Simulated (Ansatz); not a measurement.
Write the native input for Ansatz 0.2.0 that does the following.

| Quantity | Value |
| --- | --- |
| Task | band structure |
| Functional | PBEsol |
| Potentials or basis | Ansatz PAW |
| Cutoff | 420 eV (not typed: the program's choice for these potentials) |
| k mesh | 5 × 5 × 5 |
| Occupations | fermi-dirac, width 0.05 eV |
| Spin | spin-orbit coupling, no magnetisation |
| Path | [["G", "X", "M", "G", "R", "X"], ["M", "R"]] |
| Points for each segment of the path | 14 |

Crystal: TePb.

```
Pb Te
1.0
     4.00229    0.00000    0.00000
     0.00000    4.00229    0.00000
     0.00000    0.00000    4.00229
Pb Te
1 1
Cartesian
  0.0000 0.0000 0.0000
  2.0011 2.0011 2.0011
```

Measurements of this composition are mostly on another form, of space group No. 225.

These files were run (other wordings do the same):

input.yaml

```yaml
crystal:
  lattice:
    - [4.002287, 0.0, 0.0]
    - [0.0, 4.002287, 0.0]
    - [0.0, 0.0, 4.002287]
  atoms:
    - { symbol: Pb, position: [0.0, 0.0, 0.0] }
    - { symbol: Te, position: [0.5, 0.5, 0.5] }
hamiltonian:
  xc: pbesol
  pseudopotentials: { kind: paw_fr }
magnetization:
  noncollinear: true
  spin_orbit: true
kpoints:
  mp_grid: { grid: [5, 5, 5] }
  band_path:
    path:
      - [[0.0, 0.0, 0.0], [0.0, 0.5, 0.0], [0.5, 0.5, 0.0], [0.0, 0.0, 0.0], [0.5, 0.5, 0.5], [0.0, 0.5, 0.0]]
      - [[0.5, 0.5, 0.0], [0.5, 0.5, 0.5]]
    npoints: 14
scf:
  occupations: { method: fermi_dirac, width: 0.05 }
  n_extra_bands: 6
output:
  forces: true
  stress: true
  eigenvalues: true
  fatbands: true
```

Potentials or basis: Ansatz PAW.

The run is started by

```console
$ ansatz run input.yaml --threads 2 --pin off --max-ram 5632MiB --backend cpu --events-out ev --progress --plain --runs-dir out
```

It gave:

The pressure is -2.6 GPa. The band gap on the k mesh is none (metal or under the smearing width).

Caveat: the PAW data sets come from PBE, with cores solved anew for the run's functional, which leaves a small shift of forces and pressure.

Wall time 19 s on 2 threads of Intel(R) Xeon(R) Processor @ 2.70GHz (shared host), peak memory 0.56 GiB.
